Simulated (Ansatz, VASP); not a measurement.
Given: the input of a run of VASP 6.6.1 on MnSb. 

The input INCAR:

```
PREC = Accurate
ENCUT = 550
EDIFF = 1E-6
ISMEAR = 0
SIGMA = 0.1
LREAL = False
LASPH = True
NELM = 150
ALGO = Fast
ISIF = 2
LWAVE = False
LCHARG = False
ISPIN = 2
MAGMOM = 0 0 4 4
LORBIT = 11
LMAXMIX = 4
GGA = PE
```

Contents of KPOINTS:

```
regular mesh
0
Gamma
  7 7 5
```

POSCAR

```
MnSb
1.0
    4.1500000000      0.0000000000      0.0000000000
   -2.0750000000      3.5940054257      0.0000000000
    0.0000000000      0.0000000000      5.7800000000
Sb Mn
2 2
Cartesian
    2.0750000002      1.1980018084      4.3350000000
   -0.0000000002      2.3960036173      1.4450000000
    0.0000000000      0.0000000000      2.8900000000
    0.0000000000      0.0000000000      0.0000000000
```

Potentials or basis: VASP PAW PBE potentials, release 64 (Sb_d_GW, Mn_GW).

The run is started by

```console
$ cat potpaw_PBE.64/Sb_d_GW/POTCAR potpaw_PBE.64/Mn_GW/POTCAR > POTCAR
$ mpirun -np 1 vasp_std > vasp.out
```

What does the same run look like in Ansatz 0.2.0? Potentials or basis there: Ansatz PAW, cutoff 420 eV.

As run (cutoffs and basis follow the program's own potentials, and thresholds, step limits or extra output files can differ):

Contents of input.yaml:

```yaml
crystal:
  lattice:
    - [4.15, 0.0, 0.0]
    - [-2.075, 3.5940054257, 0.0]
    - [0.0, 0.0, 5.78]
  atoms:
    - { symbol: Sb, position: [0.6666666667, 0.3333333333, 0.75] }
    - { symbol: Sb, position: [0.3333333333, 0.6666666667, 0.25] }
    - { symbol: Mn, position: [0.0, 0.0, 0.5], spin: 4.0 }
    - { symbol: Mn, position: [0.0, 0.0, 0.0], spin: 4.0 }
hamiltonian:
  xc: pbe
  pseudopotentials: { kind: paw }
magnetization:
  spin_polarized: true
kpoints:
  mp_grid: { grid: [7, 7, 5] }
scf:
  occupations: { method: gaussian, width: 0.1 }
output:
  forces: true
  stress: true
  eigenvalues: true
```

Potentials or basis: Ansatz PAW.

Run with:

```bash
$ ansatz run input.yaml --threads 2 --pin off --max-ram 5632MiB --backend cpu --events-out ev --progress --plain --runs-dir out
```

Both were run:

|  | VASP | Ansatz |
| --- | --- | --- |
| Pressure | -3.4 GPa | -3.2 GPa |
| Net moment | 6.72 μB per cell | 6.71 μB per cell |

Ansatz's pressure holds a Pulay term of +0.05 GPa for its cutoff of 420 eV, which the other run lacks.

The potentials hold 44 and 60 valence electrons a cell.

Where Ansatz's input types no cutoff or centring, it takes its own default and a Γ-centred mesh.

The magnetic state is the one that the start led to; the real crystal's order can differ.

Pressure is positive in compression.
